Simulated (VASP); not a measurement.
Input of a VASP 6.6.1 run:

File POSCAR:

```
KI
1.0
    0.0000000000      3.5327750000      3.5327750000
    3.5327750000      0.0000000000      3.5327750000
    3.5327750000      3.5327750000      0.0000000000
I K
1 1
Direct
    0.5000000000      0.5000000000      0.5000000000
    0.0000000000      0.0000000000      0.0000000000
```

File INCAR.step1:

```
  PREC = Accurate
  ENCUT = 520
  EDIFF = 1E-7
  ISMEAR = 0
  SIGMA = 0.02
  LREAL = F
  LASPH = T
  NELM = 100
  ALGO = Fast
  ISIF = 2
  LWAVE = F
  LCHARG = T
  NBANDS = 15
```

KPOINTS.step1

```
Automatic mesh
0
Gamma
  8 8 8
```

The input INCAR.step2:

```
  PREC = Accurate
  ENCUT = 520
  EDIFF = 1E-7
  ISMEAR = 0
  SIGMA = 0.05
  LREAL = F
  LASPH = T
  NELM = 100
  ALGO = Fast
  ISIF = 2
  LWAVE = F
  LCHARG = F
  NBANDS = 15
  ICHARG = 11
```

KPOINTS.step2

```
path GXWKGLUWLK,UX
15
line-mode
reciprocal
 0.0000000000  0.0000000000  0.0000000000  G
 0.5000000000  0.0000000000  0.5000000000  X

 0.5000000000  0.0000000000  0.5000000000  X
 0.5000000000  0.2500000000  0.7500000000  W

 0.5000000000  0.2500000000  0.7500000000  W
 0.3750000000  0.3750000000  0.7500000000  K

 0.3750000000  0.3750000000  0.7500000000  K
 0.0000000000  0.0000000000  0.0000000000  G

 0.0000000000  0.0000000000  0.0000000000  G
 0.5000000000  0.5000000000  0.5000000000  L

 0.5000000000  0.5000000000  0.5000000000  L
 0.6250000000  0.2500000000  0.6250000000  U

 0.6250000000  0.2500000000  0.6250000000  U
 0.5000000000  0.2500000000  0.7500000000  W

 0.5000000000  0.2500000000  0.7500000000  W
 0.5000000000  0.5000000000  0.5000000000  L

 0.5000000000  0.5000000000  0.5000000000  L
 0.3750000000  0.3750000000  0.7500000000  K

 0.6250000000  0.2500000000  0.6250000000  U
 0.5000000000  0.0000000000  0.5000000000  X
```

Potentials or basis: VASP PAW LDA potentials, release 64 (I, K_sv).

Run with:

```bash
$ cat potpaw_LDA.64/I/POTCAR potpaw_LDA.64/K_sv/POTCAR > POTCAR
$ cp INCAR.step1 INCAR
$ cp KPOINTS.step1 KPOINTS
$ mpirun -np 1 vasp_std > vasp.out
$ cp INCAR.step2 INCAR
$ cp KPOINTS.step2 KPOINTS
$ mpirun -np 1 vasp_std > vasp.out
```

Q: Estimate the band gap on the k mesh.

A: 3.62 eV, direct.

Q: What does it give for the band gap along the path?

A: 3.62 eV, direct.

Levels at the corners of the path, in eV from the valence-band top:
```
point  band 4  band 5  band 6  band 7  band 8  band 9  band 10  band 11  band 12  band 13
    Γ  -11.86  -10.57    0.00    0.00    0.00    3.62     6.28     6.28     6.28     7.04
    X  -11.88  -10.43   -1.04   -0.38   -0.38    4.69     5.48     7.95     8.50     8.51
    X  -11.88  -10.43   -1.04   -0.38   -0.38    4.69     5.48     7.95     8.50     8.51
    W  -11.90  -10.36   -0.76   -0.76   -0.63    6.23     6.23     6.38     7.92     8.66
    W  -11.90  -10.36   -0.76   -0.76   -0.63    6.23     6.23     6.38     7.92     8.66
    K  -11.88  -10.36   -0.89   -0.79   -0.40    5.37     6.37     7.37     8.04     8.35
    K  -11.88  -10.36   -0.89   -0.79   -0.40    5.37     6.37     7.37     8.04     8.35
    Γ  -11.86  -10.57    0.00    0.00    0.00    3.62     6.28     6.28     6.28     7.04
    Γ  -11.86  -10.57    0.00    0.00    0.00    3.62     6.28     6.28     6.28     7.04
    L  -11.87  -10.27   -1.39   -0.35   -0.35    5.25     7.44     7.96     7.96     8.47
    L  -11.87  -10.27   -1.39   -0.35   -0.35    5.25     7.44     7.96     7.96     8.47
    U  -11.88  -10.36   -0.89   -0.79   -0.40    5.37     6.37     7.37     8.04     8.35
    U  -11.88  -10.36   -0.89   -0.79   -0.40    5.37     6.37     7.37     8.04     8.35
    W  -11.90  -10.36   -0.76   -0.76   -0.63    6.23     6.23     6.38     7.92     8.66
    W  -11.90  -10.36   -0.76   -0.76   -0.63    6.23     6.23     6.38     7.92     8.66
    L  -11.87  -10.27   -1.39   -0.35   -0.35    5.25     7.44     7.96     7.96     8.47
    L  -11.87  -10.27   -1.39   -0.35   -0.35    5.25     7.44     7.96     7.96     8.47
    K  -11.88  -10.36   -0.89   -0.79   -0.40    5.37     6.37     7.37     8.04     8.35
    U  -11.88  -10.36   -0.89   -0.79   -0.40    5.37     6.37     7.37     8.04     8.35
    X  -11.88  -10.43   -1.04   -0.38   -0.38    4.69     5.48     7.95     8.50     8.51
```

Caveat: the log is that of the step along the path at fixed density, whose energy, stress, charges and moments have no meaning; spin-orbit coupling is left out, which moves the levels of the heavy elements.

**Experimental background.**

From a printed reference work, monograph, for a bulk crystal of KI: band gap 6.32 eV.

Measured gap of KI: 6.32 eV (a printed reference work, monograph). This calculation gives 3.62 eV (-2.70 eV). Spin-orbit coupling on I is left out. The value is that of LDA, without temperature or zero-point motion. Semilocal functionals fall short of measured gaps as a rule.
